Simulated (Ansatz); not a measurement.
Frozen normal mode in WSe2

Level of theory: Ansatz, DFT PBEsol, scalar-relativistic, plane waves, PAW. Cutoff 420 eV, Γ-centred 12×12×2 k-points, Gaussian smearing of 0.05 eV. Spin–orbit coupling is left out, which can shift energies with elements as heavy as these. No spin polarisation. Energies are free energies at this smearing, counted from the undisturbed cell; pressure is positive in compression.

The undisturbed cell (as given, not relaxed at this level; it stands at -1.1 GPa; this form isn't the usual structure):

```yaml
crystal:
  lattice:
    - [3.31794, 0.00000, 0.00000]
    - [-1.65897, 2.87342, 0.00000]
    - [0.00000, 0.00000, 16.65814]
  atoms:
    - { symbol: W, position: [0.00000, 0.00000, 0.00000] }
    - { symbol: Se, position: [0.33333, 0.66667, 0.09979] }
    - { symbol: Se, position: [0.33333, 0.66667, 0.90021] }
```

The cell holds layers and no dispersion correction was added, so their binding is poorly described.

A zone-centre mode of this cell is frozen in: each atom moves by x times its row below, so x is the largest displacement.
```
atom ux uy uz
  W1  0.000  -0.859  0.000
 Se2  0.000   1.000  0.000
 Se3  0.000   1.000  0.000
```

```tsv
x (Å)	ΔE (meV/cell)
-0.1200	466.3
-0.0900	261.2
-0.0600	115.4
-0.0300	28.6
0.0000	0.0
0.0300	28.1
0.0600	110.7
0.0900	245.1
0.1050	330.6
0.1200	427.6
```